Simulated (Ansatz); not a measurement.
KI in the rocksalt structure, relaxed with r2SCAN in the plane-wave code Ansatz. It is cubic, Fm-3m (No. 225); conventional cell a = 7.089 Å, 44.52 Å³ an atom. Around K lie 6 I at 3.54 Å; around I lie 6 K at 3.54 Å.

The axes x, y and z are those of this cell:
```yaml
crystal:
  lattice:
    - [0.00000, 3.54429, 3.54429]
    - [3.54429, 0.00000, 3.54429]
    - [3.54429, 3.54429, 0.00000]
  atoms:
    - { symbol: K, position: [0.00000, 0.00000, 0.00000] }
    - { symbol: I, position: [0.50000, 0.50000, 0.50000] }
```

Unstrained: With PBE the gap is 3.944 eV and direct, at Γ. r2SCAN gives a direct gap of 4.586 eV at Γ. HSE06 gives a direct gap of 4.941 eV at Γ. Meshes: PBE 6×6×6, r2SCAN 6×6×6, HSE06 4×4×4. Strains are changes of length per length, and xy shears are angles. After each strain the atoms were relaxed again with r2SCAN within the symmetry that the strain leaves, so tilts or polar shifts that break it weren't tested; points keep the names that they have in the unstrained zone. Spin-unpolarised throughout; all numbers are computed.

**Question.** Estimate what epitaxial +5.03 % in the plane normal to [111], free normal strain -5.72 % does to the gap.

**Answer.** PBE: the gap goes from 3.944 to 3.656 eV (-0.288 eV); with r2SCAN the top three valence levels at Γ, degenerate before, become 1+2 from the top over 233 meV. r2SCAN: the gap goes from 4.586 to 4.280 eV (-0.306 eV). HSE06: the gap goes from 4.941 to 4.635 eV (-0.306 eV). The r2SCAN energy rises by 10.3 meV an atom.

**Question.** Estimate what epitaxial -2.95 % in the xy plane, free normal strain +0.76 % does to the gap.

**Answer.** PBE: the gap goes from 3.944 to 4.060 eV (+0.116 eV); with r2SCAN the top three valence levels at Γ, degenerate before, become 2+1 from the top over 20 meV. r2SCAN: the gap goes from 4.586 to 4.712 eV (+0.126 eV). HSE06: the gap goes from 4.941 to 5.068 eV (+0.127 eV). The r2SCAN energy rises by 9.5 meV an atom.

**Question.** Estimate what xy shear, engineering strain (angle) -2.11 % does to the gap.

**Answer.** PBE: the gap goes from 3.944 to 3.915 eV (-0.029 eV); with r2SCAN the top three valence levels at Γ, degenerate before, become 1+1+1 from the top over 55 meV. r2SCAN: the gap goes from 4.586 to 4.556 eV (-0.030 eV). HSE06: the gap goes from 4.941 to 4.911 eV (-0.030 eV). The r2SCAN energy rises by 0.2 meV an atom.

Spin-orbit coupling is left out, which matters wherever the heavy atoms make up the band edges.

The meshes of the hybrids are coarse, so their gaps aren't converged to the digits shown.

The splittings at Γ are without spin-orbit coupling, which regroups them where it is of like size or larger.
